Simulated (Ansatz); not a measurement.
# Indium, bcc under BLYP: structure, energy and stiffness

What does BLYP give for indium in the bcc structure? We relax it, solve it on a dense k-mesh, then scale the cell to 7 volumes from 88 to 112 % of the relaxed one and try a fit of the equation of state. Spin polarisation is left out. The k-meshes are 12×12×12 for the relaxation; 18×18×18 for the dense run; 18×18×18 for the volumes.

This is In in the bcc structure; at room conditions it is tetragonal.

Method: DFT BLYP, plane waves (420 eV) with PAW, scalar-relativistic; the PAW data stem from PBE, with regenerated cores, in Ansatz 0.2.0.

### 1 The starting structure

It takes space group Im-3m (No. 229, cubic). Conventional cell: a = 3.739 Å, b = 3.739 Å, c = 3.739 Å, α = 90.00°, β = 90.00°, γ = 90.00°. In (site symmetry m-3m) is surrounded by 8 In at 3.24 Å.

Structure file:

```cif
data_structure
_symmetry_space_group_name_H-M 'P 1'
_symmetry_Int_Tables_number 1
_cell_length_a 3.2384
_cell_length_b 3.2384
_cell_length_c 3.2384
_cell_angle_alpha 109.471
_cell_angle_beta 109.471
_cell_angle_gamma 109.471
_cell_volume 26.14
loop_
_atom_site_label
_atom_site_type_symbol
_atom_site_fract_x
_atom_site_fract_y
_atom_site_fract_z
_atom_site_occupancy
In1 In 0.00000 0.00000 0.00000 1
```

### 2 Relaxation of the cell

Input file input.yaml:

```yaml
crystal:
  lattice:
    - [-1.8696844469, 1.8696844469, 1.8696844469]
    - [1.8696844469, -1.8696844469, 1.8696844469]
    - [1.8696844469, 1.8696844469, -1.8696844469]
  atoms:
    - { symbol: In, position: [0.0, 0.0, 0.0] }
hamiltonian:
  xc: blyp
  pseudopotentials:
    kind: paw
    azcp:
      In: "pseudopotentials/In.paw.azcp"
basis:
  ecutwfc: 420
  fft_grid_basis: typed
kpoints:
  mp_grid: { grid: [12, 12, 12], shift: [0, 0, 0] }
magnetization:
  spin_polarized: false
scf:
  occupations: { method: fermi_dirac, width: 0.1 }
relax:
  max_steps: 60
  f_tol: 0.01
  cell: {}
```

The log of the run:

```text
Warning: RAYON_NUM_THREADS=2 ignored (pool sized by the plan → 2); use --threads N
Engine: ansatz 0.2.0, aarch64-unknown-linux-gnu
Pseudopotentials: kind: paw
Pseudopotential: In, paw, valence charge 13, recommended cutoff 420 eV (normal), <dir>
Functional definition: BLYP
  parameter beta = 0.0042
  parameter a = 0.04918
  parameter b = 0.132
  parameter c = 0.2533
  parameter d = 0.349
  exchange = b88_x(beta = beta)
  correlation = lyp_c(a = a, b = b, c = c, d = d)
Crystal: 1 atoms, lattice volume = 26.144 Å³
Basis set: ecut = 420 eV, 531 PW (Γ), exchange–correlation on 48×48×48 points (8 copies of the dense FFT grid, shifted against one another)
Bands: 11, of which v1, the nominal top of the filled ones, is band 7 counted from 1 (6 counted from 0)
Symmetry: 48 space group operations
Space group: Im-3m (ITA 229), of the structure as read, at distance tolerance 3.0e-5 Å
k-points: 72 of 1728
Non-local potential: In, projectors of the file, l = 0: 2, l = 1: 2, l = 2: 2, l = 3: 2
PAW form: soft (Blöchl's): semilocal exchange-correlation on the pseudo side does not see the compensation charge
PAW frozen core: In, regenerated for the run's functional, and the local potential with it (the file was generated under x = pbe(κ = 0.804, μ = 0.2195149727645171), c = pbe(β = 0.06672455060314922))
PAW one-centre angular grid: In, 590 points (default); XC on 64 Gauss nodes
Initial density: superposition of atomic densities (neutral atoms: chi_scale 0, normalization atom), corrected by the library's trained network
Initial wavefunctions: pseudopotential atomic-orbital guess
Functional: x = b88, c = lyp
SCF iter   1: F=—  HF=-5613.723374 eV  |F-HF|=—  |Δ(HF+E_count)|=         —  Δρ=6.20e-3  dr2=6.07e-3  ethr=1.77e-3  ⟨swp⟩=5.0  Hψ=4685  notcnv=0
preconditioner: auto → Kerker (q_TF=auto, 2.428 Å⁻¹)  [metal: Δε(μ)=0.186 eV  Ē_g=19.989 eV  σ=0.100 eV  W_gap=0.39  n_scr=12 (ndim 8)  ℏωp=26.2 eV  f_vac=0.000  D(μ)=0.49/eV (n_scr^D=0)]
SCF iter   2: F=—  HF=-5613.723259 eV  |F-HF|=—  |Δ(HF+E_count)|=   1.15e-4  Δρ=3.87e-3  dr2=2.62e-3  ethr=4.67e-5  ⟨swp⟩=1.0  Hψ=1368  notcnv=0
SCF iter   3: F=—  HF=-5613.723859 eV  |F-HF|=—  |Δ(HF+E_count)|=   6.00e-4  Δρ=8.71e-4  dr2=2.13e-4  ethr=2.01e-5  ⟨swp⟩=2.8  Hψ=1246  notcnv=0  defer=1
SCF iter   4: F=—  HF=-5613.723970 eV  |F-HF|=—  |Δ(HF+E_count)|=   1.11e-4  Δρ=1.27e-3  dr2=2.41e-4  ethr=1.64e-6  ⟨swp⟩=2.0  Hψ=1245  notcnv=0
SCF iter   5: F=—  HF=-5613.723848 eV  |F-HF|=—  |Δ(HF+E_count)|=   1.22e-4  Δρ=1.43e-4  dr2=3.04e-6  ethr=1.64e-6  ⟨swp⟩=2.0  Hψ=1150  notcnv=0
SCF iter   6: F=—  HF=-5613.723848 eV  |F-HF|=—  |Δ(HF+E_count)|=   1.00e-7  Δρ=1.22e-5  dr2=2.52e-8  ethr=7.69e-10  ⟨swp⟩=3.5  Hψ=3190  notcnv=0
SCF iter   7: F=-5613.723848 eV  HF=-5613.723848 eV  |F-HF|=1.97e-10  |Δ(HF+E_count)|=   5.20e-8  Δρ=2.42e-6  dr2=1.20e-9  ethr=1.94e-10  ⟨swp⟩=2.0  Hψ=2445  notcnv=0
SCF 1 converged in 7 iterations: F = -5613.723848 eV  dr2 = 1.20e-9
relax step   1: F+E_penalty+E_count = -5613.72384796 eV  Δ(F+E_penalty+E_count) = +0.000e0 eV  max|allowed force component| = 0.000e0 eV/Å  Δτ_max = 0.0000 Å  P = +6.599 GPa  Ω = 26.144 Å³  (7 SCF iters, dr2 threshold 1.00e-7 eV, accepted)
Crystal: 1 atoms, lattice volume = 30.009 Å³
Basis set: ecut = 420 eV, 603 PW (Γ), exchange–correlation on 48×48×48 points (8 copies of the dense FFT grid, shifted against one another)
Initial density: handed on by an earlier stage of this run
Initial wavefunctions: those handed on with the density
iter 1 solved again at ethr=2.01e-5 eV; its pass at ethr=3.10e-3 eV (dr2=2.61e-3 eV) is discarded
SCF iter   1: F=—  HF=-5613.809996 eV  |F-HF|=—  |Δ(HF+E_count)|=         —  Δρ=2.57e-3  dr2=2.67e-3  ethr=2.01e-5  ⟨swp⟩=1.2  Hψ=7539  notcnv=0
preconditioner: auto → Kerker (q_TF=auto, 2.373 Å⁻¹)  [metal: Δε(μ)=0.085 eV  Ē_g=19.270 eV  σ=0.100 eV  W_gap=0.21  n_scr=12 (ndim 8)  ℏωp=24.4 eV  f_vac=0.000  D(μ)=0.58/eV (n_scr^D=0)]
SCF iter   2: F=—  HF=-5613.809337 eV  |F-HF|=—  |Δ(HF+E_count)|=   6.59e-4  Δρ=1.63e-3  dr2=8.94e-4  ethr=2.01e-5  ⟨swp⟩=2.0  Hψ=1171  notcnv=0
SCF iter   3: F=—  HF=-5613.809128 eV  |F-HF|=—  |Δ(HF+E_count)|=   2.09e-4  Δρ=3.94e-4  dr2=5.87e-5  ethr=6.88e-6  ⟨swp⟩=2.3  Hψ=1157  notcnv=0
SCF iter   4: F=—  HF=-5613.809118 eV  |F-HF|=—  |Δ(HF+E_count)|=   1.05e-5  Δρ=7.43e-5  dr2=1.14e-6  ethr=4.52e-7  ⟨swp⟩=2.5  Hψ=1050  notcnv=0
SCF iter   5: F=-5613.809119 eV  HF=-5613.809119 eV  |F-HF|=6.83e-8  |Δ(HF+E_count)|=   1.73e-6  Δρ=1.15e-5  dr2=2.86e-8  ethr=7.69e-10  ⟨swp⟩=5.0  Hψ=2604  notcnv=0
SCF 2 converged in 5 iterations: F = -5613.809119 eV  dr2 = 2.86e-8
relax step   2: F+E_penalty+E_count = -5613.80911948 eV  Δ(F+E_penalty+E_count) = -8.527e-2 eV  max|allowed force component| = 0.000e0 eV/Å  Δτ_max = 0.0000 Å  P = +1.232 GPa  Ω = 30.009 Å³  energy of the carried Pulay correction = -6.306e-4 eV  (5 SCF iters, dr2 threshold 1.00e-7 eV, accepted)
Crystal: 1 atoms, lattice volume = 31.062 Å³
iter 1 solved again at ethr=8.22e-7 eV; its pass at ethr=3.10e-3 eV (dr2=1.07e-4 eV) is discarded
SCF iter   1: F=—  HF=-5613.814102 eV  |F-HF|=—  |Δ(HF+E_count)|=         —  Δρ=5.56e-4  dr2=1.26e-4  ethr=8.22e-7  ⟨swp⟩=2.2  Hψ=7406  notcnv=0
preconditioner: auto → Kerker (q_TF=auto, 2.360 Å⁻¹)  [metal: Δε(μ)=0.095 eV  Ē_g=19.029 eV  σ=0.100 eV  W_gap=0.23  n_scr=12 (ndim 8)  ℏωp=24.0 eV  f_vac=0.000  D(μ)=0.60/eV (n_scr^D=0)]
SCF iter   2: F=—  HF=-5613.814071 eV  |F-HF|=—  |Δ(HF+E_count)|=   3.15e-5  Δρ=3.52e-4  dr2=4.19e-5  ethr=8.22e-7  ⟨swp⟩=2.0  Hψ=1210  notcnv=0
SCF iter   3: F=—  HF=-5613.814060 eV  |F-HF|=—  |Δ(HF+E_count)|=   1.13e-5  Δρ=8.30e-5  dr2=2.74e-6  ethr=3.23e-7  ⟨swp⟩=2.4  Hψ=1149  notcnv=0
SCF iter   4: F=-5613.814059 eV  HF=-5613.814059 eV  |F-HF|=6.85e-8  |Δ(HF+E_count)|=   4.25e-7  Δρ=1.71e-5  dr2=6.46e-8  ethr=7.69e-10  ⟨swp⟩=3.4  Hψ=3029  notcnv=0
SCF 3 converged in 4 iterations: F = -5613.814059 eV  dr2 = 6.46e-8
relax step   3: F+E_penalty+E_count = -5613.81405924 eV  Δ(F+E_penalty+E_count) = -4.940e-3 eV  max|allowed force component| = 0.000e0 eV/Å  Δτ_max = 0.0000 Å  P = +0.343 GPa  Ω = 31.062 Å³  energy of the carried Pulay correction = -7.795e-4 eV  (4 SCF iters, dr2 threshold 1.00e-7 eV, accepted)
Crystal: 1 atoms, lattice volume = 31.529 Å³
Basis set: ecut = 420 eV, 627 PW (Γ), exchange–correlation on 48×48×48 points (8 copies of the dense FFT grid, shifted against one another)
iter 1 solved again at ethr=1.89e-7 eV; its pass at ethr=3.10e-3 eV (dr2=2.46e-5 eV) is discarded
SCF iter   1: F=—  HF=-5613.814495 eV  |F-HF|=—  |Δ(HF+E_count)|=         —  Δρ=2.33e-4  dr2=2.32e-5  ethr=1.89e-7  ⟨swp⟩=2.5  Hψ=7111  notcnv=0
preconditioner: auto → Kerker (q_TF=auto, 2.354 Å⁻¹)  [metal: Δε(μ)=0.084 eV  Ē_g=18.942 eV  σ=0.100 eV  W_gap=0.21  n_scr=12 (ndim 8)  ℏωp=23.8 eV  f_vac=0.000  D(μ)=0.61/eV (n_scr^D=0)]
SCF iter   2: F=—  HF=-5613.814489 eV  |F-HF|=—  |Δ(HF+E_count)|=   5.60e-6  Δρ=1.48e-4  dr2=7.90e-6  ethr=1.79e-7  ⟨swp⟩=2.0  Hψ=1149  notcnv=0
SCF iter   3: F=—  HF=-5613.814487 eV  |F-HF|=—  |Δ(HF+E_count)|=   1.85e-6  Δρ=3.48e-5  dr2=4.96e-7  ethr=6.08e-8  ⟨swp⟩=2.6  Hψ=1149  notcnv=0
SCF iter   4: F=-5613.814487 eV  HF=-5613.814487 eV  |F-HF|=1.35e-8  |Δ(HF+E_count)|=   5.27e-8  Δρ=7.13e-6  dr2=1.09e-8  ethr=7.69e-10  ⟨swp⟩=4.9  Hψ=2481  notcnv=0
SCF 4 converged in 4 iterations: F = -5613.814487 eV  dr2 = 1.09e-8
relax step   4: F+E_penalty+E_count = -5613.81448739 eV  Δ(F+E_penalty+E_count) = -4.281e-4 eV  max|allowed force component| = 0.000e0 eV/Å  Δτ_max = 0.0000 Å  P = -0.001 GPa  Ω = 31.529 Å³  energy of the carried Pulay correction = -8.428e-4 eV  (4 SCF iters, dr2 threshold 1.00e-7 eV, accepted)
Initial wavefunctions: pseudopotential atomic-orbital guess (no wavefunctions were taken with the density)
iter 1 solved again at ethr=3.15e-7 eV; its pass at ethr=3.10e-3 eV (dr2=4.10e-5 eV) is discarded
SCF iter   1: F=—  HF=-5613.814990 eV  |F-HF|=—  |Δ(HF+E_count)|=         —  Δρ=1.30e-4  dr2=1.02e-6  ethr=3.15e-7  ⟨swp⟩=2.2  Hψ=6522  notcnv=0
preconditioner: auto → Kerker (q_TF=auto, 2.354 Å⁻¹)  [metal: Δε(μ)=0.084 eV  Ē_g=18.934 eV  σ=0.100 eV  W_gap=0.21  n_scr=12 (ndim 8)  ℏωp=23.8 eV  f_vac=0.000  D(μ)=0.61/eV (n_scr^D=0)]
SCF iter   2: F=—  HF=-5613.814994 eV  |F-HF|=—  |Δ(HF+E_count)|=   4.17e-6  Δρ=5.95e-5  dr2=1.91e-7  ethr=7.88e-9  ⟨swp⟩=2.0  Hψ=1227  notcnv=0
SCF iter   3: F=—  HF=-5613.814996 eV  |F-HF|=—  |Δ(HF+E_count)|=   2.18e-6  Δρ=1.53e-5  dr2=2.85e-8  ethr=1.47e-9  ⟨swp⟩=3.0  Hψ=1271  notcnv=0
SCF iter   4: F=—  HF=-5613.814996 eV  |F-HF|=—  |Δ(HF+E_count)|=   1.04e-7  Δρ=1.61e-6  dr2=8.69e-10  ethr=2.19e-10  ⟨swp⟩=2.2  Hψ=982  notcnv=0
SCF iter   5: F=—  HF=-5613.814996 eV  |F-HF|=—  |Δ(HF+E_count)|=   1.37e-9  Δρ=5.41e-7  dr2=5.45e-11  ethr=6.69e-12  ⟨swp⟩=2.1  Hψ=1185  notcnv=0
SCF iter   6: F=-5613.814996 eV  HF=-5613.814996 eV  |F-HF|=9.09e-13  |Δ(HF+E_count)|=  2.18e-11  Δρ=8.97e-8  dr2=1.82e-12  ethr=1.00e-12  ⟨swp⟩=5.8  Hψ=3017  notcnv=0
SCF 5 converged in 6 iterations: F = -5613.814996 eV  dr2 = 1.82e-12
relax step   5: F+E_penalty+E_count = -5613.81499610 eV  Δ(F+E_penalty+E_count) = -5.087e-4 eV  max|allowed force component| = 0.000e0 eV/Å  Δτ_max = 0.0000 Å  P = -0.007 GPa  Ω = 31.529 Å³  stress off target by 6.95e-3 GPa  SCF on the basis re-selected at this cell (its energy is not comparable with the rows above)  (6 SCF iters)
basis re-selected at this cell: Δ(F+E_penalty+E_count) = -5.087e-4 eV, ΔP = -0.006 GPa vs the last step (what re-selecting the basis moved, of the pressure what is left beyond the Pulay correction that the steps carried, after the strain that the cell walked since its last selection, with what the two solves' SCF thresholds leave and, on support functions, any second-order correction that the steps lacked; it is no measure of the basis error at this ecutwfc). This SCF's stress stands 6.95e-3 GPa from its target on what of the cell is left free (relax.cell.stress_tol is 5.00e-2 GPa) and its largest allowed force component is 0.00e0 eV/Å (relax.f_tol is 1.00e-2 eV/Å): within both
SCF converged after 6 iterations
Free energy (F): -5613.814996 eV
Harris-Foulkes:  -5613.814996 eV  (|F-HF|=9.09e-13)
Internal energy: -5613.795454 eV  (E = F + TS)
E sigma→0 (E₀):  -5613.805225 eV
Entropy (-TS):   -0.019542 eV (-19.542 meV/atom)
Fermi energy:    8.315455 eV
--- Per-component energies (eV) ---
  E_band       = -47.419980
  E_kinetic    = 240.296619
  E_local      = -1186.252296  (includes V_loc(G=0)·N_el)
  E_nonlocal   = 363.974958
  E_hartree    = 463.193213
  E_xc         = -213.517440
  E_vxc        = -97.568558  (∫ρ·V_xc dr)
  E_paw        = -4168.785552  (= ΣΔE_a)
  E_vpaw       = -294.257107  (= ΣTr[D̂ρ^β])
  E_aug_tail   = 0.000026  (compensation charges beyond the density's cutoff)
  E_ewald      = -1112.515852
  E_core_change = -0.189132  (= ΣΔE_core)
  E_smearing   = -0.019542  (= −TS)
  E_closure    = -0.000000  (closes the sum)
  Σ components = -5613.814996   (vs F -5613.814996, Δ=0.00e0)
--- Forces (eV/Å), atoms counted from 1 ---
  atom   1  In     0.00000000    -0.00000000     0.00000000
  max |Σ_I F_I| component: 8.83e-32 eV/Å
--- Stress (GPa, compression-positive) ---
       -0.006953       0.000000       0.000000
        0.000000      -0.006953      -0.000000
       -0.000000      -0.000000      -0.006953
  P = ⅓ Tr σ = -0.0070 GPa (-0.070 kbar)
--- Relaxed structure (4 steps of the walk, 4 accepted, 1 SCFs on fresh bases) ---
  F+E_penalty+E_count = -5613.81499610 eV   max|allowed force component| = 0.000e0 eV/Å   (the final SCF, on the basis selected at the relaxed cell)
  cell:  # Å, volume = 31.5287 Å³
    - [-1.9901335491851402, 1.9901335491851402, 1.9901335491851402]
    - [1.9901335491851402, -1.9901335491851402, 1.9901335491851402]
    - [1.9901335491851402, 1.9901335491851402, -1.9901335491851402]
  atoms:
    - { symbol: In, position: [0.0, 0.0, 0.0] }
```

Wall time 3.7 s (2 threads of an Arm CPU, shared host); peak memory 0.3 GiB.

Relaxation path:

```csv
step,energy change (meV/atom),largest force (eV/Å),pressure (GPa),volume (Å³/atom)
1,0.00,0.0000,6.60,26.144
2,-85.27,0.0000,1.23,30.009
3,-90.21,0.0000,0.34,31.062
4,-90.64,0.0000,0.00,31.529
5,-91.15,0.0000,-0.01,31.529
```

Steps that repeat a cell are solved on a basis chosen anew, so their changes of energy are no gain of the relaxation.

The cell of the run, before and after:

|  | before | after | change |
| --- | --- | --- | --- |
| a (Å) | 3.238 | 3.447 | +6.4 % |
| b (Å) | 3.238 | 3.447 | +6.4 % |
| c (Å) | 3.238 | 3.447 | +6.4 % |
| volume (Å³/atom) | 26.144 | 31.529 | +20.6 % |
| shortest distance (Å) | 3.238 | 3.447 | +6.4 % |
| space group (spins left aside) | Im-3m | Im-3m | same |

### 3 Single point on a dense mesh

Input file input.yaml:

```yaml
crystal:
  lattice:
    - [-1.9901335492, 1.9901335492, 1.9901335492]
    - [1.9901335492, -1.9901335492, 1.9901335492]
    - [1.9901335492, 1.9901335492, -1.9901335492]
  atoms:
    - { symbol: In, position: [0.0, 0.0, 0.0] }
hamiltonian:
  xc: blyp
  pseudopotentials:
    kind: paw
    azcp:
      In: "pseudopotentials/In.paw.azcp"
basis:
  ecutwfc: 420
  fft_grid_basis: typed
kpoints:
  mp_grid: { grid: [18, 18, 18], shift: [0, 0, 0] }
magnetization:
  spin_polarized: false
scf:
  occupations: { method: fermi_dirac, width: 0.1 }
output:
  write_density: true
  write_potential: true
  elf: true
  volumetric_format: npy
```

The log of the run, cut to the lines that bear on the results:

```text
Warning: RAYON_NUM_THREADS=2 ignored (pool sized by the plan → 2); use --threads N
[...]
[... 3 set-up lines as earlier in the session ...]
[...]
Crystal: 1 atoms, lattice volume = 31.529 Å³
Basis set: ecut = 420 eV, 627 PW (Γ), exchange–correlation on 48×48×48 points (8 copies of the dense FFT grid, shifted against one another)
Bands: 11, of which v1, the nominal top of the filled ones, is band 7 counted from 1 (6 counted from 0)
[... 1 set-up line as earlier in the session ...]
Space group: Im-3m (ITA 229), of the structure as read, at distance tolerance 3.2e-5 Å
k-points: 195 of 5832
[...]
SCF iter   1: F=—  HF=-5613.816721 eV  |F-HF|=—  |Δ(HF+E_count)|=         —  Δρ=5.98e-3  dr2=7.91e-3  ethr=1.77e-3  ⟨swp⟩=5.0  Hψ=12614  notcnv=0
[...]
SCF iter   7: F=-5613.816959 eV  HF=-5613.816959 eV  |F-HF|=1.61e-8  |Δ(HF+E_count)|=   1.65e-7  Δρ=9.35e-6  dr2=1.79e-8  ethr=7.69e-10  ⟨swp⟩=1.9  Hψ=7617  notcnv=0
[...]
SCF converged after 7 iterations
Free energy (F): -5613.816959 eV
[...]
E sigma→0 (E₀):  -5613.808313 eV
Entropy (-TS):   -0.017292 eV (-17.292 meV/atom)
Fermi energy:    8.306178 eV
[...]
--- Band table (eV; the first three rows and the last of 195) ---
  k-point 0: bands = ["-6.2774", "-6.2774", "-6.2774", "-6.1055", "-6.1055", "-0.0841", "17.2050", "17.2050", "17.2050", "21.0227", "21.0227"]
[...]
```

Run time: 2.4 s. Hardware: 2 threads of an Arm CPU, shared host; peak memory 0.33 GiB.

Axes a, b and c in the maps are those of this run's conventional cell (a, b, c = 3.980, 3.980, 3.980 Å).

Density in a lattice plane of the grid's cell (edges 3.98 and 3.98 Å, at 0.000 of the third edge), which holds In.

Ten even steps from '0' (0.05 e/Å³) to '9' (12.90 e/Å³):
```
875310000000000000001357
543210000000000000001234
221100000000000000000112
000000000000000000000000
000000000000000000000000
000000000000000000000000
000000000000000000000000
000000000000000000000000
000000000000000000000000
000000000000000000000000
000000000000000000000000
000000000000000000000000
000000000000000000000000
000000000000000000000000
000000000000000000000000
000000000000000000000000
221100000000000000000112
543210000000000000001234
875310000000000000001357
986320000000000000002368
```
Columns run along the first of these edges and rows up along the second, over one cell in 24 and 20 even steps from the bottom left corner. Atoms in the plane (fractional): In at (0.00, 0.00).

ELF in the same plane.

Values, 12 rows by 12 columns:
```
0.01 0.07 0.25 0.28 0.29 0.21 0.13 0.21 0.29 0.28 0.25 0.07
0.20 0.25 0.30 0.27 0.28 0.18 0.13 0.18 0.28 0.27 0.30 0.25
0.29 0.28 0.27 0.30 0.24 0.16 0.13 0.16 0.24 0.30 0.27 0.28
0.28 0.29 0.28 0.24 0.18 0.14 0.13 0.14 0.18 0.24 0.28 0.29
0.21 0.21 0.18 0.16 0.14 0.13 0.13 0.13 0.14 0.16 0.18 0.21
0.13 0.13 0.13 0.13 0.13 0.13 0.13 0.13 0.13 0.13 0.13 0.13
0.21 0.21 0.18 0.16 0.14 0.13 0.13 0.13 0.14 0.16 0.18 0.21
0.28 0.29 0.28 0.24 0.18 0.14 0.13 0.14 0.18 0.24 0.28 0.29
0.29 0.28 0.27 0.30 0.24 0.16 0.13 0.16 0.24 0.30 0.27 0.28
0.20 0.25 0.30 0.27 0.28 0.18 0.13 0.18 0.28 0.27 0.30 0.25
0.01 0.07 0.25 0.28 0.29 0.21 0.13 0.21 0.29 0.28 0.25 0.07
0.00 0.01 0.20 0.29 0.28 0.21 0.13 0.21 0.28 0.29 0.20 0.01
```
Columns run along the first of these edges and rows up along the second, over one cell in 12 and 12 even steps from the bottom left corner. Atoms in the plane (fractional): In at (0.00, 0.00).

Both are smooth fields of the valence electrons: close to the nuclei they are not physical.

### 4 The cell scaled to 88 % of its volume

Input file input.yaml:

```yaml
crystal:
  lattice:
    - [-1.9071130812, 1.9071130812, 1.9071130812]
    - [1.9071130812, -1.9071130812, 1.9071130812]
    - [1.9071130812, 1.9071130812, -1.9071130812]
  atoms:
    - { symbol: In, position: [0.0, 0.0, 0.0] }
hamiltonian:
  xc: blyp
  pseudopotentials:
    kind: paw
    azcp:
      In: "pseudopotentials/In.paw.azcp"
basis:
  ecutwfc: 420
  fft_grid_basis: typed
kpoints:
  mp_grid: { grid: [18, 18, 18], shift: [0, 0, 0] }
magnetization:
  spin_polarized: false
scf:
  occupations: { method: fermi_dirac, width: 0.1 }
output:
  stress: true
```

The log of the run, cut to the lines that bear on the results:

```text
Warning: RAYON_NUM_THREADS=2 ignored (pool sized by the plan → 2); use --threads N
[...]
[... 3 set-up lines as earlier in the session ...]
[...]
Crystal: 1 atoms, lattice volume = 27.745 Å³
Basis set: ecut = 420 eV, 555 PW (Γ), exchange–correlation on 48×48×48 points (8 copies of the dense FFT grid, shifted against one another)
Bands: 11, of which v1, the nominal top of the filled ones, is band 7 counted from 1 (6 counted from 0)
[... 2 set-up lines as earlier in the session ...]
k-points: 195 of 5832
[...]
SCF iter   1: F=—  HF=-5613.778123 eV  |F-HF|=—  |Δ(HF+E_count)|=         —  Δρ=6.06e-3  dr2=6.29e-3  ethr=1.77e-3  ⟨swp⟩=5.0  Hψ=12656  notcnv=0
[...]
SCF iter   7: F=-5613.778508 eV  HF=-5613.778508 eV  |F-HF|=3.79e-9  |Δ(HF+E_count)|=   8.63e-8  Δρ=5.12e-6  dr2=4.47e-9  ethr=5.72e-10  ⟨swp⟩=2.6  Hψ=7817  notcnv=0
[...]
SCF converged after 7 iterations
Free energy (F): -5613.778508 eV
[...]
E sigma→0 (E₀):  -5613.770803 eV
Entropy (-TS):   -0.015410 eV (-15.410 meV/atom)
Fermi energy:    9.900681 eV
[...]
--- Stress (GPa, compression-positive) ---
        3.797453       0.000000       0.000000
        0.000000       3.797453       0.000000
       -0.000000       0.000000       3.797453
  P = ⅓ Tr σ = 3.7975 GPa (37.975 kbar)
```

It took 2.1 s on 2 threads of an Arm CPU, shared host; peak memory 0.33 GiB.

### 5 The cell scaled to 92 % of its volume

input.yaml: that of step 4 with these lines changed.

```diff
@@ -2,5 +2,5 @@
   lattice:
-    - [-1.9071130812, 1.9071130812, 1.9071130812]
-    - [1.9071130812, -1.9071130812, 1.9071130812]
-    - [1.9071130812, 1.9071130812, -1.9071130812]
+    - [-1.9355816526, 1.9355816526, 1.9355816526]
+    - [1.9355816526, -1.9355816526, 1.9355816526]
+    - [1.9355816526, 1.9355816526, -1.9355816526]
   atoms:
```

The log of the run, cut to the lines that bear on the results:

```text
Warning: RAYON_NUM_THREADS=2 ignored (pool sized by the plan → 2); use --threads N
[...]
[... 3 set-up lines as earlier in the session ...]
[...]
Crystal: 1 atoms, lattice volume = 29.006 Å³
Basis set: ecut = 420 eV, 555 PW (Γ), exchange–correlation on 48×48×48 points (8 copies of the dense FFT grid, shifted against one another)
Bands: 11, of which v1, the nominal top of the filled ones, is band 7 counted from 1 (6 counted from 0)
[... 1 set-up line as earlier in the session ...]
Space group: Im-3m (ITA 229), of the structure as read, at distance tolerance 3.1e-5 Å
k-points: 195 of 5832
[...]
SCF iter   1: F=—  HF=-5613.801409 eV  |F-HF|=—  |Δ(HF+E_count)|=         —  Δρ=6.01e-3  dr2=6.71e-3  ethr=1.77e-3  ⟨swp⟩=5.0  Hψ=12637  notcnv=0
[...]
SCF iter   7: F=-5613.801754 eV  HF=-5613.801754 eV  |F-HF|=4.00e-9  |Δ(HF+E_count)|=   1.55e-7  Δρ=5.68e-6  dr2=6.35e-9  ethr=7.69e-10  ⟨swp⟩=4.7  Hψ=6870  notcnv=0
[...]
SCF converged after 7 iterations
Free energy (F): -5613.801754 eV
[...]
E sigma→0 (E₀):  -5613.793749 eV
Entropy (-TS):   -0.016011 eV (-16.011 meV/atom)
Fermi energy:    9.318716 eV
[...]
--- Stress (GPa, compression-positive) ---
        2.177991       0.000000      -0.000000
        0.000000       2.177991      -0.000000
       -0.000000      -0.000000       2.177991
  P = ⅓ Tr σ = 2.1780 GPa (21.780 kbar)
```

Run time: 1.9 s. Hardware: 2 threads of an Arm CPU, shared host; peak memory 0.33 GiB.

[end of part 1 of 2]
